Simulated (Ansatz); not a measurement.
C5H8. Total charge 0; spin multiplicity 1.

```xyz
13

C     0.000    0.000    0.000
C    -0.558    1.307   -0.386
C    -1.072    0.021   -1.009
C     0.296   -0.723    1.248
C     1.335   -0.605    0.147
H     0.042    1.961   -1.009
H    -1.208    1.819    0.315
H    -0.812   -0.174   -2.044
H    -2.061   -0.316   -0.719
H    -0.162   -1.694    1.404
H     0.457   -0.148    2.153
H     1.563   -1.498   -0.424
H     2.181    0.048    0.325
```

Task: What are the harmonic wavenumbers in cm⁻¹ at PBE0-D4/def2-TZVP (Ansatz, finite differences of forces, unscaled)? (An estimate is asked.)

Result: Ansatz gave: 294, 307, 307, 622, 789, 789, 837, 908, 908, 936, 1013, 1024, 1057, 1079, 1079, 1102, 1171, 1181, 1190, 1190, 1434, 1456, 1456, 1490, 1607, 3136, 3136, 3139, 3139, 3213, 3215, 3228, 3228.

Task: Is this a minimum?

Result: Yes, all 33 modes are real.

Task: Give the ideal-gas thermochemistry at 298.15 K and 1 bar (rigid rotor, harmonic oscillator; point group D2d, symmetry number 4).

Result: Zero-point energy 303.0 kJ/mol; H(298) − E = 318.3 kJ/mol; entropy 280.7 J/(mol·K), of which translation 161.5, rotation 92.8, vibration 26.4; G(298) − E = 234.6 kJ/mol.

Task: Rotational constants (cm⁻¹)?

Result: 0.357, 0.1407, 0.1407.
